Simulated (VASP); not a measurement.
Set up this calculation in VASP 6.6.1, as the native input.

```yaml
Task: relaxation of cell and atoms
Functional: PBEsol
Potentials_or_basis: VASP PAW PBE potentials, release 64 (Sn_d, Ge_d)
Cutoff: 600 eV
k_mesh: 6 × 6 × 6
Occupations: gaussian, width 0.03 eV
Spin: no spin polarisation
Further_INCAR_settings: ALGO = Normal; EDIFF = 1e-06; IBRION = 2; EDIFFG = -0.01; NSW = 90; ISIF = 3
```

The structure of SnGe15 lies in POSCAR:

```
SnGe15
1.0
    0.0000000000      5.7083741000     -5.7083741000
    5.7083741000      5.7083741000      0.0000000000
    5.7083741000      0.0000000000     -5.7083741000
Sn Ge
1 15
Direct
    0.5000000000      0.0000000000      0.5000000000
    0.5000000000      0.5000000000      0.5000000000
    0.0000000000      0.0000000000      0.5000000000
    0.0000000000      0.5000000000      0.5000000000
    0.5000000000      0.0000000000      0.0000000000
    0.5000000000      0.5000000000      0.0000000000
    0.0000000000      0.0000000000      0.0000000000
    0.0000000000      0.5000000000      0.0000000000
    0.3750000000      0.3750000000      0.3750000000
    0.3750000000      0.8750000000      0.3750000000
    0.8750000000      0.3750000000      0.3750000000
    0.8750000000      0.8750000000      0.3750000000
    0.3750000000      0.3750000000      0.8750000000
    0.3750000000      0.8750000000      0.8750000000
    0.8750000000      0.3750000000      0.8750000000
    0.8750000000      0.8750000000      0.8750000000
```

The cell was built by a generator and needn't be a form met in nature.

The input as run:

INCAR

```
SYSTEM = SnGe15
PREC     = Accurate       ! precision mode
ENCUT    = 600            ! plane-wave cutoff, eV
EDIFF    = 1E-6           ! SCF threshold, eV
ISMEAR   = 0              ! smearing method
SIGMA    = 0.03           ! smearing width, eV
LREAL    = .FALSE.        ! projectors in reciprocal space
LASPH    = .TRUE.         ! aspherical terms in the spheres
NELM     = 80             ! most SCF steps
ALGO     = Normal         ! electronic algorithm
ISIF     = 3              ! what is computed and relaxed
LWAVE    = .FALSE.        ! write WAVECAR
LCHARG   = .FALSE.        ! write CHGCAR
GGA      = PS             ! functional
IBRION   = 2              ! ionic algorithm
NSW      = 90             ! ionic steps
EDIFFG   = -0.01          ! ionic threshold
KPAR     = 4
```

KPOINTS

```
regular mesh
0
G
  6 6 6
  0 0 0
```

Potentials or basis: VASP PAW PBE potentials, release 64 (Sn_d, Ge_d).

Command:

```bash
$ cat potpaw_PBE.64/Sn_d/POTCAR potpaw_PBE.64/Ge_d/POTCAR > POTCAR
$ mpirun -np 4 vasp_std > vasp.out
```

It gave:

```json
{
  "Relaxed volume": "23.53 Å³/atom",
  "Relaxed cell": "a = 8.105 Å, b = 8.105 Å, c = 8.105 Å, α = 60.00°, β = 60.00°, γ = 60.00°",
  "Space group after relaxing (to 0.05 Å)": "F-43m (No. 216)",
  "Energy gained by relaxing": "16.5 meV/atom",
  "Ionic steps": "14",
  "Pressure after relaxing": "0.0 GPa",
  "Band gap on the k mesh": "none (metal or under the smearing width)"
}
```

Caveat: the PAW data sets were made with another functional, which shifts forces and pressure a little.

Run time: 29 min on 4 MPI ranks on Intel(R) Xeon(R) 6975P-C (Granite Rapids), on a shared host, peak memory 1.1 GiB a rank.
